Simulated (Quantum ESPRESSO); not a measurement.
Slab: Te2Mo, a slab with vacuum.

```
Te Mo
1.0
     6.36161    0.00000    0.00000
     0.00000    3.48040    0.00000
    -0.08574    0.00000   36.17589
Te Mo
4 2
Direct
  0.42925 0.75000 0.54070
  0.57075 0.25000 0.45930
  0.92085 0.25000 0.55653
  0.07915 0.75000 0.44347
  0.18135 0.25000 0.49747
  0.81865 0.75000 0.50253
```

| Item | Value |
| --- | --- |
| Program | Quantum ESPRESSO 7.5 |
| Task | single point |
| Functional | PBE |
| Potentials or basis | SSSP 1.3 efficiency PBE |
| Cutoff | 816 eV |
| Density cutoff | 5987 eV |
| k mesh | 4 × 8 × 1 |
| Occupations | fermi-dirac, width 0.05 eV |
| Spin | no spin polarisation |

On this cell: largest force 0.433 eV/Å; band gap on the k mesh none (metal or under the smearing width).

The same run follows on a disturbed copy (atoms moved at random, drawn with an rms of 0.05 Å):

```xyz
6
Lattice="6.3616 0.0000 0.0000 0.0000 3.4804 0.0000 -0.0857 0.0000 36.1759" Properties=species:S:1:pos:R:3 pbc="T T T"
Te    2.7077    2.6139   19.5627
Te    3.6184    0.8965   16.6061
Te    5.7867    0.8768   20.1418
Te    0.4673    2.5662   16.0559
Mo    1.1287    0.9040   17.9964
Mo    5.1593    2.6126   18.1526
```

Task: What changes?

Result: The energy (extrapolated to zero smearing) moves by +6.1 meV/atom; largest force 0.888 eV/Å; band gap on the k mesh none (metal or under the smearing width).

Forces on the atoms (eV/Å):
```
Te  -0.101  0.037  0.079
Te  -0.284 -0.093 -0.250
Te   0.106 -0.001  0.024
Te   0.157  0.478 -0.732
Mo  -0.043 -0.497  0.290
Mo   0.165  0.075  0.589
```

Stress tensor (GPa, compression positive):
```
 0.25 -0.05  0.04
-0.05  0.11 -0.15
 0.04 -0.15  0.40
```
